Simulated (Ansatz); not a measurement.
# Sn (I4/mmm) in Ansatz: single point with PBEsol

Aim: the single point of Sn with PBEsol.

Everything below comes from runs of Ansatz 0.2.0. Logs are shortened: lines on timing, memory, paths and dates and some standing lists are left out, and cuts for length are marked.

**1. The undisturbed crystal**

The structure is tetragonal, space group I4/mmm (No. 139). Conventional cell: a = 4.058 Å, b = 4.058 Å, c = 3.322 Å, α = 90.00°, β = 90.00°, γ = 90.00°. Sn (site symmetry 4/mmm) has 10 Sn at 3.32 Å as nearest neighbours.

This isn't the form of Sn at room conditions, which is tetragonal (white tin).

**2. Single point, PBEsol (strain_z_fixed_volume = 0)**

input.yaml reads:

```yaml
crystal:
  lattice:
    - [-2.029189411, 2.029189411, 1.6607599896]
    - [2.029189411, -2.029189411, 1.6607599896]
    - [2.029189411, 2.029189411, -1.6607599896]
  atoms:
    - { symbol: Sn, position: [0.0, 0.0, 0.0] }
kpoints:
  mp_grid: { grid: [10, 10, 10] }
scf:
  occupations: { method: fermi_dirac, width: 0.05 }
hamiltonian:
  xc: pbesol
  pseudopotentials: { kind: all_electron, lapw: { basis_error: 0.001 } }
output:
  forces: true
  stress: true
  eigenvalues: true
```

Potentials or basis: all-electron LAPW, scalar-relativistic.

The run is started by

```
ansatz run input.yaml --threads 1 --pin off --max-ram 3072MiB --backend cpu --events-out ev --progress --plain --runs-dir out
```

The log of the run:

```text
Warning: RAYON_NUM_THREADS=1 ignored (pool sized by the plan → 1); use --threads N
LAPW: plane waves up to 6.610 Å⁻¹, error target 1.0e-3 eV per atom; small_component_spin mean_spin; Sn in spheres of 1.658 Å, 22 of its electrons in bands, Dirac shells [] (how accurate: hamiltonian.pseudopotentials.lapw.basis_error, Limitations)
Engine: ansatz 0.2.0, x86_64-unknown-linux-gnu
Pseudopotentials: kind: all_electron
Pseudopotential: Sn, LAPW, valence charge 22, lapw/all_electron/scalar/gaussian/Sn, Koelling and Harmon's equation, gaussian nucleus
Functional definition: PBEsol
  exchange = pbesol_x
  correlation = pbesol_c
Crystal: 1 atoms, lattice volume = 27.353 Å³
Basis set: ecut = 166.46340428071477 eV, 127 PW (Γ), exchange–correlation at level 2
Bands: 15, of which v1, the nominal top of the filled ones, is band 11 counted from 1 (10 counted from 0)
Symmetry: 16 space group operations
Space group: I4/mmm (ITA 139), of the structure as read, at distance tolerance 3.0e-5 Å
k-points: 102 of 1000
Non-local potential: Sn, projectors of the file, none
Initial density: superposition of atomic densities (chi_scale 0.1, normalization cell)
Initial wavefunctions: plane waves of lowest kinetic energy (no species holds an atomic orbital)
Functional: x = pbesol(κ = 0.804, μ = 0.12345679012345678), c = pbesol(β = 0.046)
iter 1 solved again at ethr=1.93e-5 eV; its pass at ethr=1.00e-1 eV (dr2=4.24e-3 eV) is discarded
SCF iter   1: F=—  HF=-168015.013454 eV  |F-HF|=—  |Δ(HF+E_count)|=         —  Δρ=4.93e-3  dr2=4.31e-3  ethr=1.93e-5  ⟨swp⟩=3.8  Hψ=11245  notcnv=0
preconditioner: auto → Kerker (q_TF=auto, 2.631 Å⁻¹)  [metal: Δε(μ)=0.133 eV  Ē_g=22.815 eV  σ=0.050 eV  W_gap=0.49  n_scr=12 (ndim 8)  ℏωp=26.6 eV  f_vac=0.000  D(μ)=0.56/eV (n_scr^D=0)]
SCF iter   2: F=—  HF=-168014.998428 eV  |F-HF|=—  |Δ(HF+E_count)|=   1.50e-2  Δρ=2.91e-3  dr2=1.80e-3  ethr=1.93e-5  ⟨swp⟩=2.0  Hψ=4393  notcnv=0
SCF iter   3: F=—  HF=-168014.997177 eV  |F-HF|=—  |Δ(HF+E_count)|=   1.25e-3  Δρ=1.63e-3  dr2=6.75e-4  ethr=8.19e-6  ⟨swp⟩=2.0  Hψ=4392  notcnv=0
SCF iter   4: F=—  HF=-168014.997109 eV  |F-HF|=—  |Δ(HF+E_count)|=   6.85e-5  Δρ=7.62e-4  dr2=1.79e-4  ethr=3.07e-6  ⟨swp⟩=2.0  Hψ=4392  notcnv=0
iter 5 solved again at ethr=2.86e-8 eV; its pass at ethr=8.14e-7 eV (dr2=6.29e-6 eV) is discarded
SCF iter   5: F=—  HF=-168014.997148 eV  |F-HF|=—  |Δ(HF+E_count)|=   3.93e-5  Δρ=1.34e-4  dr2=6.28e-6  ethr=2.86e-8  ⟨swp⟩=2.0  Hψ=7458  notcnv=0
SCF iter   6: F=—  HF=-168014.997148 eV  |F-HF|=—  |Δ(HF+E_count)|=   1.54e-7  Δρ=4.01e-5  dr2=4.15e-7  ethr=2.86e-8  ⟨swp⟩=2.0  Hψ=4392  notcnv=0
SCF iter   7: F=-168014.997148 eV  HF=-168014.997148 eV  |F-HF|=4.95e-10  |Δ(HF+E_count)|=   4.92e-8  Δρ=9.61e-6  dr2=3.63e-8  ethr=1.89e-9  ⟨swp⟩=2.0  Hψ=4392  notcnv=0
SCF 1 converged in 7 iterations: F = -168014.997148 eV  dr2 = 3.63e-8
SCF converged after 7 iterations
Free energy (F): -168014.997148 eV
Harris-Foulkes:  -168014.997148 eV  (|F-HF|=4.95e-10)
Internal energy: -168014.992412 eV  (E = F + TS)
E sigma→0 (E₀):  -168014.994780 eV
Entropy (-TS):   -0.004736 eV (-4.736 meV/atom)
Fermi energy:    13.449953 eV
--- Per-component energies (eV) ---
  E_band       = -703.505421
  E_kinetic    = 176690.365731
  E_xc         = -4422.012714
  E_electrostatic = -340283.345429  (all electrons and nuclei)
  E_smearing   = -0.004736  (= −TS)
  E_closure    = 0.000000  (closes the sum)
  E_atoms      = -168010.797820  (free atoms, spherical and without spin; not in F)
  Σ components = -168014.997148   (vs F -168014.997148, Δ=0.00e0)
  Basis errors (estimates in eV, not in F): energy 2.2e-4 per atom: plane waves 2.2e-4 (1.1e-4 summed), levels above the bands 2.9e-88, relativity 1.2e-8, radial functions 3.8e-6, core shells 1.5e-10; eigenvalues (radial functions only) 1.8e-5; not estimated: angular momenta, meshes, grids; target (lapw.basis_error) 1.0e-3; muffin-tin radii Sn 1.658 Å
--- Forces (eV/Å), atoms counted from 1 ---
  atom   1  Sn    -0.00000000     0.00000000     0.00000000
  max |Σ_I F_I| component: 2.71e-31 eV/Å
--- Stress (GPa, compression-positive) ---
       -2.279851       0.000000      -0.000000
        0.000000      -2.279851       0.000000
       -0.000000       0.000000      -1.226029
  P = ⅓ Tr σ = -1.9286 GPa (-19.286 kbar)
--- Band table (eV; the first three rows and the last of 102) ---
  k-point 0: bands = ["-115.7165", "-71.5522", "-71.5445", "-71.5445", "-7.9786", "-7.9024", "-7.9024", "-7.9003", "-7.7847", "2.4403", "20.2454", "20.2454", "22.7989", "23.7490", "24.8579"]
  k-point 1: bands = ["-115.7165", "-71.5523", "-71.5448", "-71.5445", "-7.9685", "-7.9048", "-7.9045", "-7.8875", "-7.7890", "2.6280", "18.2194", "20.3808", "22.2192", "24.3496", "25.1849"]
  k-point 2: bands = ["-115.7165", "-71.5525", "-71.5456", "-71.5444", "-7.9439", "-7.9141", "-7.9109", "-7.8481", "-7.8001", "3.1902", "15.2293", "20.7257", "21.1229", "24.5261", "24.7577"]
  k-point 101: bands = ["-115.7162", "-71.5539", "-71.5472", "-71.5472", "-8.0135", "-7.9479", "-7.7579", "-7.7579", "-7.7267", "10.0727", "11.9293", "11.9293", "16.0083", "16.5378", "19.5853"]
```

It took 5.9 s on 1 thread of Intel Xeon Platinum 8488C (Sapphire Rapids), shared host; peak memory 0.31 GiB.

What came out:

| Item | Value |
| --- | --- |
| Free energy | -168014.9971 eV |
| Pressure | -1.9 GPa |
| Band gap on the k mesh | none (metal or under the smearing width) |

Stress tensor (GPa, compression positive):
```
-2.28  0.00  0.00
 0.00 -2.28  0.00
 0.00  0.00 -1.23
```

**3. The reference run**

An earlier run on the cell as given: functional PBEsol; potentials or basis all-electron LAPW, scalar-relativistic; cutoff 166 eV (chosen from the basis error); basis error allowed 0.001 eV/atom; k mesh 10 × 10 × 10; occupations fermi-dirac, width 0.05 eV; no spin polarisation.

* Pressure: -1.9 GPa
* Band gap on the k mesh: none (metal or under the smearing width)
